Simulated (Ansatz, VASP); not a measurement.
# InAs in two plane-wave programs, part 2 of 2

One calculation is typed for both programs; each brings its own data sets. How far apart do they land? The cell is taken from a series of runs on this material, whose earlier steps may have relaxed, scaled, displaced or heated it; both programs get it as it stands.

VASP 6.6.1 and Ansatz 0.2.0.

So far: Starting point; Ansatz: zone-centre phonons, PBEsol; VASP: zone-centre phonons, PBEsol.

## 3. VASP: zone-centre phonons, PBEsol (continued)

Level of this step: PBEsol; plane waves and PAW (As, In_d) (VASP).

Numbers of over 12 decimals in the logs are rounded to 6 here.

OUTCAR, selected parts (step 3):

```text
ion  position               nearest neighbor table
   1  0.747  0.747  0.747-   2 2.64   2 2.68   2 2.68   2 2.68
   2  0.003  0.003  0.003-   1 2.64   1 2.68   1 2.68   1 2.68

  LATTYP: Found a trigonal (rhomboedric) cell.
 ALAT       =     4.2975734301
 COS(alpha) =     0.4679091575

 Subroutine GETGRP returns: Found  6 space group operations
 (whereof  6 operations were pure point group operations)

The static configuration has the point symmetry C_3v.

 Found    189 irreducible k-points:

   k-points           NKPTS =    189   k-points in BZ     NKDIM =    189   number of bands    NBANDS=     15

   dimension x,y,z NGX =    32 NGY =   32 NGZ =   32
   dimension x,y,z NGXF=    64 NGYF=   64 NGZF=   64

   ENCUT  =  500.0 eV  36.75 Ry    6.06 a.u.   7.84  7.84  7.84*2*pi/ulx,y,z

   NELECT =      18.0000    total number of electrons

 k-points in reciprocal lattice and weights: Automatic mesh
   0.00000000  0.00000000  0.00000000       0.001
   0.08333333 -0.00000000 -0.00000000       0.003
   0.16666667 -0.00000000 -0.00000000       0.003
   0.25000000 -0.00000000 -0.00000000       0.003
   0.33333333  0.00000000  0.00000000       0.003
   0.41666667  0.00000000  0.00000000       0.003
   0.50000000 -0.00000000 -0.00000000       0.002
   0.08333333  0.08333333 -0.00000000       0.003
   0.16666667  0.08333333 -0.00000000       0.007
[...]
-0.41666667  0.50000000  0.41666667       0.003
   0.50000000  0.50000000  0.50000000       0.001

 average (electrostatic) potential at core
       1 -50.0507       2 -96.9533

  Total       -0.7388082     -0.7388082     -0.7388082      0.3821423      0.3821423      0.3821423
  in kB      -20.1443983    -20.1443983    -20.1443983     10.4195190     10.4195190     10.4195190
  external PRESSURE =     -20.1443983 kB  Pullay stress =       0.0000000 kB

  energy-cutoff  :      500.00
  volume of cell :       58.76
      direct lattice vectors                 reciprocal lattice vectors
    -0.096773136  3.038072773  3.038072773    -0.156916086  0.162078859  0.162078859
     3.038072773 -0.096773136  3.038072773     0.162078859 -0.156916086  0.162078859
     3.038072773  3.038072773 -0.096773136     0.162078859  0.162078859 -0.156916086

 POSITION                                       TOTAL-FORCE (eV/Angst)
 -----------------------------------------------------------------------------------
      4.46920      4.46920      4.46920        -0.000369     -0.000369     -0.000369
      0.01533      0.01533      0.01533         0.000369      0.000369      0.000369
 -----------------------------------------------------------------------------------
    total drift:                               -0.000370     -0.000370     -0.000370

 Eigenvectors and eigenvalues of the dynamical matrix
 ----------------------------------------------------

   1 f  =    6.161870 THz    38.716168 2PiTHz  205.537844 cm-1    25.483433 meV
             X         Y         Z           dx          dy          dz
      4.469198  4.469198  4.469198    -0.449207   -0.449207   -0.449207
      0.015332  0.015332  0.015332     0.362694    0.362694    0.362694

   2 f  =    5.834867 THz    36.661551 2PiTHz  194.630217 cm-1    24.131061 meV
             X         Y         Z           dx          dy          dz
      4.469198  4.469198  4.469198    -0.185757   -0.433018    0.618775
      0.015332  0.015332  0.015332     0.150128    0.349964   -0.500093

   3 f  =    5.834867 THz    36.661551 2PiTHz  194.630217 cm-1    24.131061 meV
             X         Y         Z           dx          dy          dz
      4.469198  4.469198  4.469198     0.607253   -0.464497   -0.142756
      0.015332  0.015332  0.015332    -0.490781    0.375405    0.115375

   4 f/i=    0.001402 THz     0.008807 2PiTHz    0.046753 cm-1     0.005797 meV
             X         Y         Z           dx          dy          dz
      4.469198  4.469198  4.469198    -0.362694   -0.362694   -0.362694
      0.015332  0.015332  0.015332    -0.449207   -0.449207   -0.449207

   5 f/i=    0.001457 THz     0.009153 2PiTHz    0.048591 cm-1     0.006025 meV
             X         Y         Z           dx          dy          dz
      4.469198  4.469198  4.469198    -0.498865    0.145012    0.353853
      0.015332  0.015332  0.015332    -0.617256    0.179427    0.437829

   6 f/i=    0.001457 THz     0.009153 2PiTHz    0.048591 cm-1     0.006025 meV
             X         Y         Z           dx          dy          dz
      4.469198  4.469198  4.469198    -0.120574    0.492317   -0.371743
      0.015332  0.015332  0.015332    -0.149189    0.609154   -0.459965

 ELASTIC MODULI CONTR FROM IONIC RELAXATION (kBar)
 Direction    XX          YY          ZZ          XY          YZ          ZX
 --------------------------------------------------------------------------------
 XX          -4.2194     -4.0311     -4.0311    -14.0442    -18.9835    -14.5114
 YY          -4.0311     -4.2194     -4.0311    -14.5114    -14.0442    -18.9835
 ZZ          -4.0311     -4.0311     -4.2194    -18.9835    -14.5114    -14.0442
 XY         -14.0442    -14.5114    -18.9835   -140.3112    -21.8510    -21.8510
 YZ         -18.9835    -14.0442    -14.5114    -21.8510   -140.3112    -21.8510
 ZX         -14.5114    -18.9835    -14.0442    -21.8510    -21.8510   -140.3112
 --------------------------------------------------------------------------------
```

The gap is under twice the smearing width, so the edge states are partly filled and the run can't tell a small gap from a semimetal. Methfessel-Paxton smearing is not meant for a cell with a gap.

## 4. Comparison

Known differences besides the potentials themselves: the data sets hold 28 valence electrons in Ansatz (on its PAW soft_1 files) and 18 in VASP; the cutoff is 420 eV in Ansatz and 500 eV in VASP; Ansatz makes its cores anew for this functional, VASP keeps those of its PBE data sets. Total energies have different zeros and are not compared.

Both answers:

| quantity | Ansatz | VASP | difference |
| --- | --- | --- | --- |
| optical mode 1 to 2 (cm⁻¹) | 194.1 | 194.6 | -0.28 % |
| optical mode 3 (cm⁻¹) | 205.2 | 205.5 | -0.18 % |

Modes are paired by rising frequency, not by their patterns, so a pair may set unlike modes beside each other; they are those without the splitting of longitudinal modes.

## 5. Outcome

* r.m.s. difference of the optical zone-centre modes, each program's sorted by frequency (zone-centre phonons, PBEsol): 0.49 cm⁻¹

What this shows: The r.m.s. difference of the optical zone-centre modes, each program's sorted by frequency is 0.49 cm⁻¹ (zone-centre phonons, PBEsol). The data sets hold unlike numbers of valence electrons (28 in Ansatz and 18 in VASP), so part of the differences comes from the potentials. How closely two codes agree says nothing of how well the functional describes the real material.

[Lines on the potential files, build, host, timing and source positions are cut from VASP's logs without a mark.]

[Logs are printed without paths, hosts, clocks, repeated set-up lines and the standing remarks that a program may print on its own settings, such as how far it seeks lower states.]

[Hosts, paths, dates, database ids (printed as entryN), source tags and the programs' standing remarks are cut or masked in the printed files.]
